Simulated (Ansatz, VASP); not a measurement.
KI: 3 runs at one level of theory

```
I K
1.0
     0.00000    3.53277    3.53277
     3.53277    0.00000    3.53277
     3.53277    3.53277    0.00000
I K
1 1
Direct
  0.50000 0.50000 0.50000
  0.00000 0.00000 0.00000
```

Alike in all runs: task single point; functional PBE; k mesh 7 × 7 × 7; occupations gaussian, width 0.1 eV; no spin polarisation; no spin-orbit coupling. Pressure is positive in compression and, in plane waves, holds the error of the finite cutoff, which Ansatz's Pulay term estimates and takes out.

```json
{"program and potentials": "Ansatz, Ansatz PAW", "plane-wave cutoff (eV)": "420", "notes": "13 valence electrons an atom on average", "pressure (GPa)": "0.59"}
{"program and potentials": "Ansatz, all-electron LAPW, scalar-relativistic", "plane-wave cutoff (eV)": "-", "notes": "-", "pressure (GPa)": "0.59"}
{"program and potentials": "VASP, PBE PAW files I_GW, K_sv_GW, 550 eV", "plane-wave cutoff (eV)": "550", "notes": "8 valence electrons an atom on average", "pressure (GPa)": "0.58"}
```

The pressure spans 0.58 (VASP, PBE PAW files I_GW, K_sv_GW, 550 eV) to 0.59 GPa (Ansatz, all-electron LAPW, scalar-relativistic), with all-electron results at 0.59.

The functional is the same throughout but for its coding, so the spread measures potentials, basis and numerics; runs on potential files found faulty are left out.
